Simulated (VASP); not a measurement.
# SnSe (Pnma) in VASP: notebook, part 2 of 2

VASP 6.6.1. The steps go on from the part before.

## (4) Band structure, r2SCAN

Contents of INCAR:

```
PREC     = Accurate       # precision mode
ENCUT    = 520            # plane-wave cutoff, eV
EDIFF    = 1E-6           # SCF threshold, eV
ISMEAR   = 0              # smearing method
SIGMA    = 0.03           # smearing width, eV
LREAL    = False          # projectors in reciprocal space
LASPH    = True           # aspherical terms in the spheres
NELM     = 80             # most SCF steps
ALGO     = Normal         # electronic algorithm
ISIF     = 2              # what is computed and relaxed
LWAVE    = False          # write WAVECAR
LCHARG   = False          # write CHGCAR
METAGGA  = R2SCAN         # meta-GGA
LMIXTAU  = True         
NBANDS   = 50             # bands
KPAR     = 2
```

Contents of KPOINTS:

```
regular mesh
0
Gamma
  4 8 8
```

Contents of POSCAR:

```
SnSe                                    
1.0
   11.4864948094      0.0000000000      0.0000000000
    0.0000000000      4.1722136735      0.0000000000
    0.0000000000     -0.0000000000      4.3796772134
  Sn              Se            
     4     4
Direct
     0.1176302908647919    0.2500000000000000    0.0931652734676234
     0.3823697091352080    0.7500000000000000    0.5931652734676235
     0.6176302908647916    0.2500000000000000    0.4068347265323766
     0.8823697091352084    0.7500000000000000    0.9068347265323765
     0.3570262768418762    0.2500000000000000    0.0220175693999826
     0.1429737231581238    0.7500000000000000    0.5220175693999826
     0.8570262768418760    0.2500000000000000    0.4779824306000175
     0.6429737231581240    0.7500000000000000    0.9779824306000174
```

KPOINTS_OPT is that of step 3.

Command:

```bash
> cat potpaw_PBE.64/Sn_d/POTCAR potpaw_PBE.64/Se/POTCAR > POTCAR
> mpirun -np 2 vasp_std > vasp.out
```

It took 28 min on 2 MPI ranks of Intel Xeon 6975P-C (Granite Rapids), shared host; peak memory 1.1 GiB.

Results (log left out):

| Item | Value |
| --- | --- |
| Free energy | -159.7048 eV |
| Pressure | 1.1 GPa |
| Largest force | 0.221 eV/Å |
| Band gap on the k mesh | 0.75 eV, indirect (least direct gap 1.13 eV) |
| Band gap along the path | 0.71 eV, indirect (least direct gap 0.80 eV) |

Forces on the atoms (eV/Å):
```
Sn   0.174  0.000  0.136
Sn  -0.174  0.000  0.136
Sn   0.174  0.000 -0.136
Sn  -0.174  0.000 -0.136
Se  -0.162  0.000 -0.146
Se   0.162  0.000 -0.146
Se  -0.162  0.000  0.146
Se   0.162  0.000  0.146
```

Stress tensor (GPa, compression positive):
```
1.02 0.00 0.00
0.00 0.94 0.00
0.00 0.00 1.37
```

Levels at the corners of the path, in eV from the valence-band top:
```csv
point,band 36,band 37,band 38,band 39,band 40,band 41,band 42,band 43,band 44,band 45
Γ,-2.04,-1.81,-1.38,-0.79,-0.65,0.71,3.26,3.45,3.47,3.64
X,-1.78,-1.04,-1.04,-0.71,-0.71,1.18,1.18,1.66,1.66,1.87
X,-1.78,-1.04,-1.04,-0.71,-0.71,1.18,1.18,1.66,1.66,1.87
S,-3.42,-2.49,-2.49,-1.64,-1.64,2.84,2.84,3.24,3.24,5.04
S,-3.42,-2.49,-2.49,-1.64,-1.64,2.84,2.84,3.24,3.24,5.04
Y,-1.59,-0.75,-0.75,-0.21,-0.21,1.43,1.43,1.58,1.58,1.87
Y,-1.59,-0.75,-0.75,-0.21,-0.21,1.43,1.43,1.58,1.58,1.87
Γ,-2.04,-1.81,-1.38,-0.79,-0.65,0.71,3.26,3.45,3.47,3.64
Γ,-2.04,-1.81,-1.38,-0.79,-0.65,0.71,3.26,3.45,3.47,3.64
Z,-2.33,-2.10,-2.10,-0.67,-0.67,2.79,2.79,3.08,3.08,4.01
Z,-2.33,-2.10,-2.10,-0.67,-0.67,2.79,2.79,3.08,3.08,4.01
U,-2.24,-0.96,-0.96,-0.96,-0.96,1.65,1.65,1.65,1.65,2.28
U,-2.24,-0.96,-0.96,-0.96,-0.96,1.65,1.65,1.65,1.65,2.28
R,-4.04,-1.73,-1.73,-1.73,-1.73,2.66,2.66,2.66,2.66,5.20
R,-4.04,-1.73,-1.73,-1.73,-1.73,2.66,2.66,2.66,2.66,5.20
T,-1.91,-0.48,-0.48,-0.18,-0.18,1.34,1.34,1.63,1.63,1.89
T,-1.91,-0.48,-0.48,-0.18,-0.18,1.34,1.34,1.63,1.63,1.89
Z,-2.33,-2.10,-2.10,-0.67,-0.67,2.79,2.79,3.08,3.08,4.01
Y,-1.59,-0.75,-0.75,-0.21,-0.21,1.43,1.43,1.58,1.58,1.87
T,-1.91,-0.48,-0.48,-0.18,-0.18,1.34,1.34,1.63,1.63,1.89
U,-2.24,-0.96,-0.96,-0.96,-0.96,1.65,1.65,1.65,1.65,2.28
X,-1.78,-1.04,-1.04,-0.71,-0.71,1.18,1.18,1.66,1.66,1.87
S,-3.42,-2.49,-2.49,-1.64,-1.64,2.84,2.84,3.24,3.24,5.04
R,-4.04,-1.73,-1.73,-1.73,-1.73,2.66,2.66,2.66,2.66,5.20
```

Caveat: the PAW data sets were made with another functional, which shifts forces and pressure a little; spin-orbit coupling is left out, which moves the levels of the heavy elements.

## (5) Band structure, TB-mBJ

POSCAR is that of step 4.

Contents of INCAR.step1:

```
PREC     = Accurate       # precision mode
ENCUT    = 520            # plane-wave cutoff, eV
EDIFF    = 1E-5           # SCF threshold, eV
ISMEAR   = 0              # smearing method
SIGMA    = 0.03           # smearing width, eV
LREAL    = False          # projectors in reciprocal space
LASPH    = True           # aspherical terms in the spheres
NELM     = 80             # most SCF steps
ALGO     = Normal         # electronic algorithm
ISIF     = 2              # what is computed and relaxed
LWAVE    = True           # write WAVECAR
LCHARG   = False          # write CHGCAR
NBANDS   = 50             # bands
KPAR     = 2            
GGA      = PE             # functional
```

Contents of INCAR.step2:

```
PREC     = Accurate       # precision mode
ENCUT    = 520            # plane-wave cutoff, eV
EDIFF    = 1E-6           # SCF threshold, eV
ISMEAR   = 0              # smearing method
SIGMA    = 0.03           # smearing width, eV
LREAL    = False          # projectors in reciprocal space
LASPH    = True           # aspherical terms in the spheres
NELM     = 80             # most SCF steps
ALGO     = Normal         # electronic algorithm
ISIF     = 2              # what is computed and relaxed
LWAVE    = False          # write WAVECAR
LCHARG   = False          # write CHGCAR
METAGGA  = MBJ            # meta-GGA
NBANDS   = 50             # bands
KPAR     = 2            
ISTART   = 1
```

KPOINTS is that of step 4.

KPOINTS_OPT is that of step 4.

Command:

```bash
> cat potpaw_PBE.64/Sn_d/POTCAR potpaw_PBE.64/Se/POTCAR > POTCAR
> cp INCAR.step1 INCAR
> mpirun -np 2 vasp_std > vasp.out
> cp INCAR.step2 INCAR
> mpirun -np 2 vasp_std > vasp.out
```

Run time: 17 min. Hardware: 2 MPI ranks of Intel Xeon 6975P-C (Granite Rapids), shared host; peak memory 1.1 GiB.

It converged, with:

* Band gap on the k mesh: 0.86 eV, indirect (least direct gap 1.23 eV)
* Band gap along the path: 0.83 eV, indirect (least direct gap 0.87 eV)

Levels at the corners of the path, in eV from the valence-band top:
| point | band 36 | band 37 | band 38 | band 39 | band 40 | band 41 | band 42 | band 43 | band 44 | band 45 |
| --- | --- | --- | --- | --- | --- | --- | --- | --- | --- | --- |
| Γ | -2.02 | -1.80 | -1.31 | -0.76 | -0.63 | 0.83 | 3.27 | 3.48 | 3.51 | 3.63 |
| X | -1.76 | -0.92 | -0.92 | -0.66 | -0.66 | 1.28 | 1.28 | 1.69 | 1.69 | 1.92 |
| X | -1.76 | -0.92 | -0.92 | -0.66 | -0.66 | 1.28 | 1.28 | 1.69 | 1.69 | 1.92 |
| S | -3.26 | -2.37 | -2.37 | -1.57 | -1.57 | 2.84 | 2.84 | 3.18 | 3.18 | 4.91 |
| S | -3.26 | -2.37 | -2.37 | -1.57 | -1.57 | 2.84 | 2.84 | 3.18 | 3.18 | 4.91 |
| Y | -1.60 | -0.66 | -0.66 | -0.15 | -0.15 | 1.53 | 1.53 | 1.65 | 1.65 | 1.89 |
| Y | -1.60 | -0.66 | -0.66 | -0.15 | -0.15 | 1.53 | 1.53 | 1.65 | 1.65 | 1.89 |
| Γ | -2.02 | -1.80 | -1.31 | -0.76 | -0.63 | 0.83 | 3.27 | 3.48 | 3.51 | 3.63 |
| Γ | -2.02 | -1.80 | -1.31 | -0.76 | -0.63 | 0.83 | 3.27 | 3.48 | 3.51 | 3.63 |
| Z | -2.27 | -2.07 | -2.07 | -0.66 | -0.66 | 2.78 | 2.78 | 3.13 | 3.13 | 3.99 |
| Z | -2.27 | -2.07 | -2.07 | -0.66 | -0.66 | 2.78 | 2.78 | 3.13 | 3.13 | 3.99 |
| U | -2.20 | -0.87 | -0.87 | -0.87 | -0.87 | 1.69 | 1.69 | 1.69 | 1.69 | 2.32 |
| U | -2.20 | -0.87 | -0.87 | -0.87 | -0.87 | 1.69 | 1.69 | 1.69 | 1.69 | 2.32 |
| R | -3.84 | -1.67 | -1.67 | -1.67 | -1.67 | 2.67 | 2.67 | 2.67 | 2.67 | 5.10 |
| R | -3.84 | -1.67 | -1.67 | -1.67 | -1.67 | 2.67 | 2.67 | 2.67 | 2.67 | 5.10 |
| T | -1.90 | -0.45 | -0.45 | -0.14 | -0.14 | 1.45 | 1.45 | 1.70 | 1.70 | 1.97 |
| T | -1.90 | -0.45 | -0.45 | -0.14 | -0.14 | 1.45 | 1.45 | 1.70 | 1.70 | 1.97 |
| Z | -2.27 | -2.07 | -2.07 | -0.66 | -0.66 | 2.78 | 2.78 | 3.13 | 3.13 | 3.99 |
| Y | -1.60 | -0.66 | -0.66 | -0.15 | -0.15 | 1.53 | 1.53 | 1.65 | 1.65 | 1.89 |
| T | -1.90 | -0.45 | -0.45 | -0.14 | -0.14 | 1.45 | 1.45 | 1.70 | 1.70 | 1.97 |
| U | -2.20 | -0.87 | -0.87 | -0.87 | -0.87 | 1.69 | 1.69 | 1.69 | 1.69 | 2.32 |
| X | -1.76 | -0.92 | -0.92 | -0.66 | -0.66 | 1.28 | 1.28 | 1.69 | 1.69 | 1.92 |
| S | -3.26 | -2.37 | -2.37 | -1.57 | -1.57 | 2.84 | 2.84 | 3.18 | 3.18 | 4.91 |
| R | -3.84 | -1.67 | -1.67 | -1.67 | -1.67 | 2.67 | 2.67 | 2.67 | 2.67 | 5.10 |

Caveat: the PAW data sets were made with another functional, which shifts forces and pressure a little; spin-orbit coupling is left out, which moves the levels of the heavy elements.

## (6) Band structure, TB-mBJ, spin-orbit coupling, no magnetisation

POSCAR is that of step 5.

INCAR.step1: that of step 5 with these lines changed.

```diff
@@ -12,3 +12,7 @@
 LCHARG   = False          # write CHGCAR
-NBANDS   = 50             # bands
+MAGMOM   = 0 0 0 0 0 0 0 0 0 0 0 0 0 0 0 0 0 0 0 0 0 0 0 0 # initial moments
+LORBIT   = 11             # projections on sites
+LSORBIT  = True           # spin-orbit coupling
+GGA_COMPAT= False        
+NBANDS   = 100            # bands
 KPAR     = 2
```

INCAR.step2: that of step 5 with these lines changed.

```diff
@@ -12,4 +12,8 @@
 LCHARG   = False          # write CHGCAR
+MAGMOM   = 0 0 0 0 0 0 0 0 0 0 0 0 0 0 0 0 0 0 0 0 0 0 0 0 # initial moments
+LORBIT   = 11             # projections on sites
+LSORBIT  = True           # spin-orbit coupling
+GGA_COMPAT= False        
 METAGGA  = MBJ            # meta-GGA
-NBANDS   = 50             # bands
+NBANDS   = 100            # bands
 KPAR     = 2
```

Contents of KPOINTS:

```
regular mesh
0
Gamma
  2 6 6
```

KPOINTS_OPT is that of step 5.

Potentials or basis: VASP PAW PBE potentials, release 64 (Sn_d, Se).

Command:

```bash
> cat potpaw_PBE.64/Sn_d/POTCAR potpaw_PBE.64/Se/POTCAR > POTCAR
> cp INCAR.step1 INCAR
> mpirun -np 2 vasp_ncl > vasp.out
> cp INCAR.step2 INCAR
> mpirun -np 2 vasp_ncl > vasp.out
```

It took 66 min on 2 MPI ranks of Intel Xeon 6975P-C (Granite Rapids), shared host; peak memory 1.8 GiB.

The run converged. Its results:

* Valence electrons inside the program's atomic spheres: Sn 11.92; Se 4.10

Caveat: the PAW data sets were made with another functional, which shifts forces and pressure a little.

## (7) Summary

```tsv
level	spin	k mesh	gap on the mesh (eV)	pressure (GPa)	largest force (eV/Å)
PBE+D3(BJ)	off	4 × 8 × 8	0.54	0.0	-
PBE+D3(BJ)	SOC, no magnetisation	2 × 6 × 6	-	0.1	0.03
r2SCAN	off	4 × 8 × 8	0.75	1.1	0.22
TB-mBJ	off	4 × 8 × 8	0.86	-	-
TB-mBJ	SOC, no magnetisation	2 × 6 × 6	-	-	-
```

Alike in all rows: task band structure; potentials or basis VASP PAW PBE potentials, release 64 (Sn_d, Se); cell as given; cutoff (eV) 520; smearing gaussian 0.03 eV.

On the cell as given the gap runs from 0.43 eV (PBE+D3(BJ)) to 0.83 eV (TB-mBJ). The pressure there spans 0.0 GPa (PBE+D3(BJ)) to 1.1 GPa (r2SCAN); a positive pressure means that this level wants a larger cell, a negative one a smaller.

Caveats: spin-orbit coupling is left out, which moves the levels of the heavy elements (some runs); the PAW data sets were made with another functional, which shifts forces and pressure a little (some runs); the mesh misses the band edges, which the band path finds closer together (some runs).

Absolute energies hang on the potentials; compare differences alone.

## (8) Comparison with measurements

Step 2. Against the measured gap of SnSe, 0.89 eV (indirect; 300 K; “Linear dichroism of the optical properties of SnS and SnSe van der Waals crystals”, 2024, arxiv:2409.17412), the calculated 0.43 eV is off by -0.46 eV. 2 values of this kind are on record (0.89 to 0.99 eV); this one was drawn at random. Spin-orbit coupling on Se, Sn is left out. The value is that of PBE+D3(BJ), without temperature or zero-point motion. Semilocal functionals fall short of measured gaps as a rule.

Step 4. A measured gap of SnSe is 0.99 eV (indirect; 20 K; “Linear dichroism of the optical properties of SnS and SnSe van der Waals crystals”, 2024, arxiv:2409.17412); the calculated 0.71 eV misses it by -0.28 eV. 2 values of this kind are on record (0.89 to 0.99 eV); this one was drawn at random. Spin-orbit coupling on Se, Sn is left out. The value is that of r2SCAN, without temperature or zero-point motion.

Step 5. Against the measured gap of SnSe, 0.89 eV (indirect; 300 K; “Linear dichroism of the optical properties of SnS and SnSe van der Waals crystals”, 2024, arxiv:2409.17412), the calculated 0.83 eV is off by -0.06 eV. 3 values of this kind are on record (0.89 to 1.07 eV); this one was drawn at random among those near their median. Spin-orbit coupling on Se, Sn is left out. The value is that of TB-mBJ, without temperature or zero-point motion.
